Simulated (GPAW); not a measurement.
Crystal: Ca.

```
Ca
1.0
     0.00000    2.79420    2.79420
     2.79420    0.00000    2.79420
     2.79420    2.79420    0.00000
Ca
1
Direct
  0.00000 0.00000 0.00000
```

Base run:

```yaml
Program: GPAW 26.7.0
Functional: RPBE
Potentials_or_basis: the program's PAW data sets (release 1.2.1) made for this functional
Cutoff: 600 eV
Basis: pw
k_mesh: 8 × 8 × 8
Occupations: gaussian, width 0.1 eV
Spin: no spin polarisation
```

Its results: band gap on the k mesh none (metal or under the smearing width); pressure 0.3 GPa.

The run is repeated on the same cell with these changes: functional from RPBE to PBE; potentials or basis from the program's PAW data sets (release 1.2.1) made for this functional to GPAW PAW data sets (gpaw-data 1.2.1). What comes out?

Band gap on the k mesh none (metal or under the smearing width); pressure -0.5 GPa.
